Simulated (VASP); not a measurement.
# BeTe (F-43m) in VASP: further runs

The runs below take BeTe through single point, relaxation of cell and atoms, with PBE, PBE0.

Program: VASP 6.6.1. These are calculated values, not measurements. Logs are shortened: lines on timing, memory, paths and dates and some standing lists are left out, and cuts for length are marked.

### 1 The structure

The structure is cubic, space group F-43m (No. 216). The conventional cell has a = 5.540 Å, b = 5.540 Å, c = 5.540 Å, α = 90.00°, β = 90.00°, γ = 90.00°. Te (site symmetry -43m) is surrounded by 4 Be at 2.40 Å. Be (site symmetry -43m) is surrounded by 4 Te at 2.40 Å.

### 2 Single point, PBE

INCAR reads:

```
  ALGO = Fast
  EDIFF = 1E-6
  ENCUT = 520
  GGA = PE
  ISIF = 2
  ISMEAR = 0
  LASPH = True
  LCHARG = False
  LREAL = False
  LWAVE = False
  NELM = 60
  PREC = Accurate
  SIGMA = 0.02
```

KPOINTS reads:

```
k-points
0
Gamma
  8 8 8
```

POSCAR reads:

```
BeTe
1.0
    0.0000000000      2.7700000000      2.7700000000
    2.7700000000      0.0000000000      2.7700000000
    2.7700000000      2.7700000000      0.0000000000
Te Be
1 1
Direct
    0.7500000000      0.7500000000      0.7500000000
    0.0000000000      0.0000000000      0.0000000000
```

Potentials or basis: VASP PAW PBE potentials, release 64 (Te, Be).

The run is started by

```sh
$ cat potpaw_PBE.64/Te/POTCAR potpaw_PBE.64/Be/POTCAR > POTCAR
$ mpirun -np 1 vasp_std > vasp.out
```

OUTCAR:

```text
EDIFF = 1E-6
   ENCUT = 520
   GGA = PE
   ISIF = 2
   ISMEAR = 0
   LASPH = True
   LREAL = False
   NELM = 60
   PREC = Accurate

 ion  position               nearest neighbor table
   1  0.750  0.750  0.750-   2 2.40   2 2.40   2 2.40   2 2.40
   2  0.000  0.000  0.000-   1 2.40   1 2.40   1 2.40   1 2.40

  LATTYP: Found a face centered cubic cell.
 ALAT       =     5.5400000000

  Lattice vectors:

 A1 = (   0.0000000000,   2.7700000000,   2.7700000000)
 A2 = (   2.7700000000,   0.0000000000,   2.7700000000)
 A3 = (   2.7700000000,   2.7700000000,   0.0000000000)

Analysis of symmetry for initial positions (statically):
=====================================================================
 Subroutine PRICEL returns:
 Original cell was already a primitive cell.

 Routine SETGRP: Setting up the symmetry group for a
 face centered cubic supercell.

 Subroutine GETGRP returns: Found 24 space group operations
 (whereof 24 operations were pure point group operations)
 out of a pool of 48 trial point group operations.

The static configuration has the point symmetry T_d .

Analysis of symmetry for dynamics (positions and initial velocities):
=====================================================================
 Subroutine PRICEL returns:
 Original cell was already a primitive cell.

 Routine SETGRP: Setting up the symmetry group for a
 face centered cubic supercell.

 Subroutine GETGRP returns: Found 24 space group operations
 (whereof 24 operations were pure point group operations)
 out of a pool of 48 trial point group operations.

The dynamic configuration has the point symmetry T_d .

 Subroutine INISYM returns: Found 24 space group operations
 (whereof 24 operations are pure point group operations),
 and found     1 'primitive' translations

----------------------------------------------------------------------------------------

                                     Primitive cell

  volume of cell :      42.5079

  direct lattice vectors                    reciprocal lattice vectors
     0.000000000  2.770000000  2.770000000    -0.180505415  0.180505415  0.180505415
     2.770000000  0.000000000  2.770000000     0.180505415 -0.180505415  0.180505415
     2.770000000  2.770000000  0.000000000     0.180505415  0.180505415 -0.180505415

  length of vectors
     3.917371568  3.917371568  3.917371568     0.312644550  0.312644550  0.312644550

  position of ions in fractional coordinates (direct lattice)
     0.750000000  0.750000000  0.750000000
     0.000000000  0.000000000  0.000000000

  ion indices of the primitive-cell ions
   primitive index   ion index
[... 83 lines left out ...]
   TEBEG  =    0.0;   TEEND  =   0.0 temperature during run
   PSTRESS=    0.0 pullay stress
   NELECT =       8.0000    total number of electrons
   NUPDOWN=      -1.0000    fix difference up-down
   EMIN   =  10.00;   EMAX   =-10.00  energy-range for DOS
   EFERMI =   0.00;   METHOD = LEGACY
   ISMEAR =     0;   SIGMA  =   0.02  broadening in eV -4-tet -1-fermi 0-gaus
   EFERMI_NEDOS =   21; number of points for ismear=-14 and -15
   IALGO  =     68    algorithm
   IMIX   =      4    mixing-type and parameters
     AMIX     =   0.40;   BMIX     =  1.00
     AMIX_MAG =   1.60;   BMIX_MAG =  1.00
  volume/ion in A,a.u.               =      21.25       143.43
  Fermi-wavevector in a.u.,A,eV,Ry     =   0.938170  1.772885 11.975354  0.880164
  Thomas-Fermi vector in A             =   2.065355
   LORBIT       =      0    0 simple, 1 ext, 2 COOP (PROOUT), +10 PAW based schemes
   GGA     = PE    functional components
   LHFCALC =     F    Hartree Fock is set to
   AEXX    =    0.0000 exact exchange contribution
   IVDW    =     0    specifies the selected vdW correction
   LEPSILON=     F    determine dielectric tensor
   LRPA    =     F    only Hartree local field effects (RPA)
 non-spin polarized calculation
 RMM-DIIS sequential band-by-band and
 Gauss-broadening in eV      SIGMA  =   0.02
  energy-cutoff  :      520.00
  volume of cell :       42.51
 maximum number of plane-waves:      1162
 NGX is ok and might be reduce to    30
   NGX = 15   NGY = 15   NGZ = 15

 number of electron       8.0000000 magnetization

 Free energy of the ion-electron system (eV)
  ---------------------------------------------------
  ext. energy  EPLUGINS =         0.00000000
  ---------------------------------------------------
  free energy    TOTEN  =        -7.58477411 eV

  energy without entropy =       -7.58477411  energy(sigma->0) =       -7.58477411

 E-fermi :   5.7801     XC(G=0):  -9.2570

 val. band max:        5.6645195511   @ k =   0.0000   0.0000   0.0000
 cond. band min:       7.5116059707   @ k =   0.5000   0.5000   0.0000
 fundamental gap:      1.8470864196
 Fermi energy:         5.7800743022

 k-point     1 :       0.0000    0.0000    0.0000
  band No.  band energies     occupation
      1      -6.9704      2.00000
      2       5.6645      2.00000
      3       5.6645      2.00000
      4       5.6645      2.00000
      5       9.2285      0.00000
      6       9.2285      0.00000
      7       9.2285      0.00000
      8       9.8553      0.00000
[... 243 lines left out ...]
 k-point    24 :      -0.3750    0.2500    0.1250
  band No.  band energies     occupation
      1      -5.2330      2.00000
      2       0.2475      2.00000
      3       2.5865      2.00000
      4       3.6100      2.00000
      5       9.8497      0.00000
      6      10.1083      0.00000
      7      12.4870      0.00000
      8      13.5783      0.00000

 [... further k-points ...]

------------------------ aborting loop because EDIFF is reached ----------------------------------------

  FORCE on cell =-STRESS in cart. coord.  units (eV):
  Direction    XX          YY          ZZ          XY          YZ          ZX
  --------------------------------------------------------------------------------------
  -------------------------------------------------------------------------------------
  Total        1.1807460      1.1807460      1.1807460     -0.0000000     -0.0000000      0.0000000
  in kB       44.5038666     44.5038666     44.5038666     -0.0000000     -0.0000000      0.0000000
  external PRESSURE =      44.5038666 kB  Pullay stress =       0.0000000 kB

 VOLUME and BASIS-vectors are now :
 -----------------------------------------------------------------------------
  energy-cutoff  :      520.00
  volume of cell :       42.51
      direct lattice vectors                 reciprocal lattice vectors
     0.000000000  2.770000000  2.770000000    -0.180505415  0.180505415  0.180505415
     2.770000000  0.000000000  2.770000000     0.180505415 -0.180505415  0.180505415
     2.770000000  2.770000000  0.000000000     0.180505415  0.180505415 -0.180505415

 POSITION                                       TOTAL-FORCE (eV/Angst)
 -----------------------------------------------------------------------------------
      4.15500      4.15500      4.15500         0.000000     -0.000000      0.000000
      0.00000      0.00000      0.00000        -0.000000      0.000000     -0.000000
 -----------------------------------------------------------------------------------
    total drift:                               -0.000000     -0.000000     -0.000000

  FREE ENERGIE OF THE ION-ELECTRON SYSTEM (eV)
  ---------------------------------------------------
  free  energy   TOTEN  =        -7.5847741132 eV

  energy  without entropy=       -7.5847741132  energy(sigma->0) =       -7.58477411
```

OSZICAR:

```text
N       E                     dE             d eps       ncg     rms          rms(c)
DAV:   1     0.209826722184E+02    0.20983E+02   -0.35685E+03   464   0.815E+02
DAV:   2    -0.715667510304E+01   -0.28139E+02   -0.27268E+02   720   0.993E+01
DAV:   3    -0.775600324156E+01   -0.59933E+00   -0.59933E+00   560   0.198E+01
DAV:   4    -0.775989676383E+01   -0.38935E-02   -0.38935E-02   680   0.182E+00
DAV:   5    -0.775991685748E+01   -0.20094E-04   -0.20094E-04   608   0.872E-02    0.445E+00
RMM:   6    -0.762259429832E+01    0.13732E+00   -0.75602E-02   470   0.192E+00    0.263E+00
RMM:   7    -0.758379509672E+01    0.38799E-01   -0.95312E-02   522   0.205E+00    0.505E-01
RMM:   8    -0.758432558771E+01   -0.53049E-03   -0.12115E-02   496   0.102E+00    0.975E-02
RMM:   9    -0.758474793376E+01   -0.42235E-03   -0.19709E-03   561   0.389E-01    0.600E-02
RMM:  10    -0.758476656853E+01   -0.18635E-04   -0.26335E-04   535   0.157E-01    0.227E-02
RMM:  11    -0.758477391079E+01   -0.73423E-05   -0.76139E-05   582   0.742E-02    0.169E-02
RMM:  12    -0.758477411322E+01   -0.20244E-06   -0.51259E-06   525   0.244E-02
   1 F= -.75847741E+01 E0= -.75847741E+01  d E =-.210172E-18
```

Run time: 11 s. Hardware: 1 thread of Intel Xeon Platinum 8488C (Sapphire Rapids), shared host; peak memory 0.16 GiB.

What came out:

- Free energy: -7.5848 eV
- Pressure: 4.5 GPa
- Band gap on the k mesh: 1.85 eV, indirect (least direct gap 3.56 eV)

Caveat: spin-orbit coupling is left out, which moves the levels of the heavy elements.

### 3 Single point, PBE

INCAR reads:

```
SYSTEM = BeTe
ALGO = Normal
EDIFF = 1E-6
ENCUT = 520
GGA = PE
ISIF = 2
ISMEAR = 0
LASPH = .TRUE.
LCHARG = .FALSE.
LREAL = .FALSE.
LWAVE = .FALSE.
NELM = 100
PREC = Accurate
SIGMA = 0.023
```

KPOINTS reads:

```
k-points
0
G
  8 8 8
  0 0 0
```

POSCAR is that of step 2.

Potentials or basis: VASP PAW PBE potentials, release 64 (Te, Be).

The run is started by

```sh
$ cat potpaw_PBE.64/Te/POTCAR potpaw_PBE.64/Be/POTCAR > POTCAR
$ mpirun -np 1 vasp_std > vasp.out
```

Wall time 16 s (1 thread of AMD EPYC 7R43 (Zen 3), shared host); peak memory 0.13 GiB.

The run converged. Its results:

```yaml
Free_energy: -7.5848 eV
Pressure: 4.5 GPa
Band_gap_on_the_k_mesh: 1.85 eV, indirect (least direct gap 3.56 eV)
```

Levels at points of the mesh, in eV from the valence-band top:
| k point | band 2 | band 3 | band 4 | band 5 | band 6 | band 7 |
| --- | --- | --- | --- | --- | --- | --- |
| (0.00, 0.00, 0.00) | 0.00 | 0.00 | 0.00 | 3.56 | 3.56 | 3.56 |
| (0.50, 0.00, 0.00) | -5.87 | -1.22 | -1.22 | 3.21 | 4.56 | 4.56 |
| (0.50, 0.50, 0.00) | -5.39 | -2.84 | -2.84 | 1.85 | 2.59 | 10.02 |

Caveat: spin-orbit coupling is left out, which moves the levels of the heavy elements.

### 4 Relaxation of cell and atoms, PBE0

POSCAR is that of step 3.

INCAR.step1 reads:

```
ALGO = Normal
EDIFF = 1E-5
ENCUT = 600
GGA = PE
ISMEAR = -1
LASPH = True
LCHARG = False
LREAL = False
LWAVE = True
NELM = 80
PREC = Accurate
SIGMA = 0.05
```

INCAR.step2 reads:

```
AEXX = 0.25
ALGO = Normal
EDIFF = 1E-7
EDIFFG = -0.02
ENCUT = 600
GGA = PE
IBRION = 2
ISIF = 3
ISMEAR = -1
ISTART = 1
LASPH = True
LCHARG = False
LHFCALC = True
LREAL = False
LWAVE = False
NELM = 80
NSW = 40
PREC = Accurate
PRECFOCK = Normal
SIGMA = 0.05
```

KPOINTS reads:

```
k-points
0
Gamma
  4 4 4
```

Potentials or basis: VASP PAW PBE potentials, release 64 (Te, Be).

The run is started by

```sh
$ cat potpaw_PBE.64/Te/POTCAR potpaw_PBE.64/Be/POTCAR > POTCAR
$ cp INCAR.step1 INCAR
$ mpirun -np 1 vasp_std > vasp.out
$ cp INCAR.step2 INCAR
$ mpirun -np 1 vasp_std > vasp.out
```

OUTCAR:

```text
AEXX = 0.25
   EDIFF = 1E-7
   EDIFFG = -0.02
   ENCUT = 600
   GGA = PE
   IBRION = 2
   ISIF = 3
   ISMEAR = -1
   ISTART = 1
   LASPH = True
   LHFCALC = True
   LREAL = False
   NELM = 80
   NSW = 40
   PREC = Accurate
   PRECFOCK = Normal

 ion  position               nearest neighbor table
   1  0.750  0.750  0.750-   2 2.40   2 2.40   2 2.40   2 2.40
   2  0.000  0.000  0.000-   1 2.40   1 2.40   1 2.40   1 2.40

  LATTYP: Found a face centered cubic cell.
 ALAT       =     5.5400000000

  Lattice vectors:

 A1 = (   0.0000000000,   2.7700000000,   2.7700000000)
 A2 = (   2.7700000000,   0.0000000000,   2.7700000000)
 A3 = (   2.7700000000,   2.7700000000,   0.0000000000)

Analysis of symmetry for initial positions (statically):
=====================================================================
 Subroutine PRICEL returns:
 Original cell was already a primitive cell.

 Routine SETGRP: Setting up the symmetry group for a
 face centered cubic supercell.

 Subroutine GETGRP returns: Found 24 space group operations
 (whereof 24 operations were pure point group operations)
[... 146 lines left out ...]

 number of electron       8.0000000 magnetization

 Free energy of the ion-electron system (eV)
  ---------------------------------------------------
  ext. energy  EPLUGINS =         0.00000000
  ---------------------------------------------------
  free energy    TOTEN  =        -9.27585502 eV

  energy without entropy =       -9.27585502  energy(sigma->0) =       -9.27585502

------------------------ aborting loop because EDIFF is reached ----------------------------------------

  FORCE on cell =-STRESS in cart. coord.  units (eV):
  Direction    XX          YY          ZZ          XY          YZ          ZX
  --------------------------------------------------------------------------------------
  -------------------------------------------------------------------------------------
  Total        0.9371546      0.9371546      0.9371546      0.0000000      0.0000000      0.0000000
  in kB       35.3225898     35.3225898     35.3225898      0.0000000      0.0000000      0.0000000
  external PRESSURE =      35.3225898 kB  Pullay stress =       0.0000000 kB
[... 59 lines left out ...]
--------------------------------------- Ionic step        3  -------------------------------------------

 number of electron       8.0000000 magnetization

 Free energy of the ion-electron system (eV)
  ---------------------------------------------------
  ext. energy  EPLUGINS =         0.00000000
  ---------------------------------------------------
  free energy    TOTEN  =        -9.29984356 eV

  energy without entropy =       -9.29984356  energy(sigma->0) =       -9.29984356

 E-fermi :   5.2641     XC(G=0):  -7.1642

 val. band max:        4.2225246037   @ k =   0.0000   0.0000   0.0000
 cond. band min:       7.5960823808   @ k =   0.5000   0.5000   0.0000
 fundamental gap:      3.3735577771
 Fermi energy:         5.2640649479

 k-point     1 :       0.0000    0.0000    0.0000
  band No.  band energies     occupation
      1      -9.2480      2.00000
      2       4.2225      2.00000
      3       4.2225      2.00000
      4       4.2225      2.00000
      5       9.4418      0.00000
      6       9.4418      0.00000
      7       9.4418      0.00000
      8       9.5485      0.00000
[... 104 lines left out ...]
  FREE ENERGIE OF THE ION-ELECTRON SYSTEM (eV)
  ---------------------------------------------------
  free  energy   TOTEN  =        -9.2998435568 eV

  energy  without entropy=       -9.2998435567  energy(sigma->0) =       -9.29984356

 reached required accuracy - stopping structural energy minimisation
```

Run time: 8.3 min. Hardware: 1 thread of AMD EPYC 7R43 (Zen 3), shared host; peak memory 0.14 GiB.

What came out:

```yaml
Free_energy: -9.2998 eV
Relaxed_volume: 22.39 Å³/atom
Relaxed_cell: a = 3.986 Å, b = 3.986 Å, c = 3.986 Å, α = 60.00°, β = 60.00°, γ = 60.00°
Space_group_after_relaxing_to_0.05_Å: F-43m (No. 216)
Energy_gained_by_relaxing: 12.0 meV/atom
Ionic_steps: 3
Pressure_after_relaxing: 0.0 GPa
Band_gap_on_the_k_mesh: 3.37 eV, indirect (least direct gap 5.22 eV)
```

The path:
| step | energy change (eV) | largest force (eV/Å) | pressure (GPa) | volume (Å³) |
| --- | --- | --- | --- | --- |
| 1 | 0.0000 | 0.0000 | 3.53 | 42.51 |
| 2 | -0.0221 | 0.0000 | -0.88 | 45.46 |
| 3 | -0.0240 | 0.0000 | 0.00 | 44.78 |

Final structure:
```
Te Be
1.0
     0.00000    2.81843    2.81843
     2.81843    0.00000    2.81843
     2.81843    2.81843    0.00000
Te Be
1 1
Direct
  0.75000 0.75000 0.75000
  0.00000 0.00000 0.00000
```

Levels at points of the mesh, in eV from the valence-band top:
```tsv
k point	band 1	band 2	band 3	band 4	band 5	band 6	band 7	band 8
(0.00, 0.00, 0.00)	-13.47	0.00	0.00	0.00	5.22	5.22	5.22	5.33
(0.50, 0.00, 0.00)	-11.95	-6.14	-1.23	-1.23	4.57	6.23	6.23	9.58
(0.50, 0.50, 0.00)	-11.39	-5.69	-2.89	-2.89	3.37	4.13	11.84	11.84
```

Caveat: the k mesh is coarse (spacing up to 0.49 Å⁻¹), so the values aren't converged, least of all with exact exchange; the PAW data sets were made with another functional, which shifts forces and pressure a little; spin-orbit coupling is left out, which moves the levels of the heavy elements. Zero-point motion and thermal expansion aren't in these numbers.

### 5 Single point, PBE0, spin-orbit coupling, no magnetisation

POSCAR is that of step 4.

INCAR.step1 reads:

```
SYSTEM = BeTe
  PREC = Accurate
  ENCUT = 520
  EDIFF = 1E-5
  ISMEAR = -1
  SIGMA = 0.05
  LREAL = .False.
  LASPH = .True.
  NELM = 80
  ALGO = Normal
  ISIF = 2
  LWAVE = .True.
  LCHARG = .False.
  MAGMOM = 0 0 0 0 0 0
  LORBIT = 11
  LSORBIT = .True.
  GGA_COMPAT = .False.
  GGA = PE
```

INCAR.step2 reads:

```
SYSTEM = BeTe
  PREC = Accurate
  ENCUT = 520
  EDIFF = 1E-6
  ISMEAR = -1
  SIGMA = 0.05
  LREAL = .False.
  LASPH = .True.
  NELM = 80
  ALGO = Normal
  ISIF = 2
  LWAVE = .False.
  LCHARG = .False.
  MAGMOM = 0 0 0 0 0 0
  LORBIT = 11
  LSORBIT = .True.
  GGA_COMPAT = .False.
  GGA = PE
  LHFCALC = .True.
  AEXX = 0.25
  PRECFOCK = Fast
  HFRCUT = -1
  ISTART = 1
```

KPOINTS reads:

```
Automatic mesh
0
Gamma
  4 4 4
  0 0 0
```

The run is started by

```sh
$ cat potpaw_PBE.64/Te/POTCAR potpaw_PBE.64/Be/POTCAR > POTCAR
$ cp INCAR.step1 INCAR
$ mpirun -np 1 vasp_ncl > vasp.out
$ cp INCAR.step2 INCAR
$ mpirun -np 1 vasp_ncl > vasp.out
```

Wall time 9.7 min (1 thread of AMD EPYC 7R43 (Zen 3), shared host); peak memory 0.22 GiB.

Results (log left out):

```yaml
Free_energy: -9.3212 eV
Pressure: 3.6 GPa
Valence_electrons_inside_the_program's_atomic_spheres: Te 3.68; Be 0.99
```

Caveat: the k mesh is coarse (spacing up to 0.49 Å⁻¹), so the values aren't converged, least of all with exact exchange; the PAW data sets were made with another functional, which shifts forces and pressure a little.

[end of part 1 of 2]
